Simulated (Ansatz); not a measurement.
Crystal: AlNi3.

```xyz
4
Lattice="3.5231 0.0000 0.0000 0.0000 3.5231 0.0000 0.0000 0.0000 3.5231" Properties=species:S:1:pos:R:3 pbc="T T T"
Ni    1.7615    1.7615    0.0000
Ni    1.7615    0.0000    1.7615
Ni    0.0000    1.7615    1.7615
Al    0.0000    0.0000    0.0000
```

The cell is a database's computed one.

Alike in all runs: program Ansatz 0.2.0; functional PBE; potentials or basis Ansatz PAW; cutoff 420 eV (not typed: the program's choice for these potentials); k mesh 8 × 8 × 8; occupations fermi-dirac, width 0.05 eV.

The same cell was started in several ways:

```csv
start,free energy over the lowest (meV/atom),net moment (μB),site or absolute moments (μB),gap
"collinear spin, ferromagnetic start of up to 1 μB",0.0,0.70,Ni +0.26; Al -0.02,none (metal or under the smearing width)
"collinear spin, ferrimagnetic start of up to 1 μB",0.0,0.70,Ni +0.26; Al -0.02,none (metal or under the smearing width)
"collinear spin, antiferromagnetic start of up to 1 μB",0.0,0.70,Ni +0.26; Al -0.02,none (metal or under the smearing width)
no spin polarisation,2.5,-,-,none (metal or under the smearing width)
"collinear spin, random start of up to 0.65 μB",0.0,0.70,Ni +0.26; Al -0.02,none (metal or under the smearing width)
```

Allowing spin polarisation gains 3 meV/atom. A still lower state may exist.

Caveats: the starting moments weren't kept (some runs).
